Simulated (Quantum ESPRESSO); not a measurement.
PbS (Galena): dielectric tensor and Born charges under several settings

```xyz
2
Lattice="0.0000 2.9657 2.9657 2.9657 0.0000 2.9657 2.9657 2.9657 0.0000" Properties=species:S:1:pos:R:3 pbc="T T T"
Pb    0.0000    0.0000    0.0000
S     2.9657    2.9657    2.9657
```

All runs used Quantum ESPRESSO 7.5; k mesh 8 × 8 × 8, shifted; given cell; no spin polarisation; cutoff 762 eV; occupations smeared at first, fixed for the response.

```tsv
level	potentials	pressure (GPa)	ε∞ (diagonal)	Born charge of atom 1 (e)	sum of the Born charges (e)
LDA	PseudoDojo 0.4.1 SR LDA standard	-2.6	18.09	4.55	0.01
PBE	PseudoDojo 0.4.1 SR PBE standard	2.3	16.33	4.44	0.01
PBEsol	PseudoDojo 0.4.1 SR PBEsol standard	?	?	?	?
WC	PseudoDojo 0.4.1 SR PBE standard	-0.7	17.75	4.50	0.01
BLYP	PseudoDojo 0.4.1 SR PBE standard	6.1	15.72	4.50	0.00
AM05	PseudoDojo 0.4.1 SR PBE standard	-0.2	17.14	4.51	0.01
```

Question: What stands in the row left open?

Answer: Pressure -0.8 GPa; ε∞ 17.50; Born charge of atom 1 4.48 e; sum of the Born charges 0.01 e.

Caveats: the potentials were made for another functional, which shifts forces and pressure (some runs); the cell is more than 3 GPa from zero pressure, which shifts response properties (some runs).
